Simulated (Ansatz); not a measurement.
# Sb in Ansatz: the effect of functional

Sb:

```
Sb
1.0
     3.14308    0.00000    0.00000
     0.00000    4.37631    0.00000
    -0.03917    0.00000    4.43503
Sb
2
Direct
  0.01139 0.25000 0.24117
  0.98861 0.75000 0.75883
```

This isn't the form of Sb at room conditions, which is rhombohedral.

The cell isn't the ideal one: volume scaled by 1.02.

Alike in all runs:

- Program: Ansatz 0.2.0
- Task: single point
- Potentials or basis: Ansatz PAW
- k mesh: 9 × 6 × 6
- Occupations: fermi-dirac, width 0.05 eV
- Spin: no spin polarisation

```csv
functional,cutoff,pressure (GPa),largest force (eV/Å)
LDA,420 eV (not typed: the program's choice for these potentials),-4.2,0.04
PBEsol,420 eV (not typed: the program's choice for these potentials),-3.2,0.03
r2SCAN,500 eV (not typed: the program's choice for these potentials),?,?
```

Q: What does the run with functional r2SCAN give?

A: Pressure -1.8 GPa; largest force 0.05 eV/Å.

Caveats: the PAW data sets come from PBE, with cores solved anew for the run's functional, which leaves a small shift of forces and pressure.

Runs at the PBE level aren't shown here.
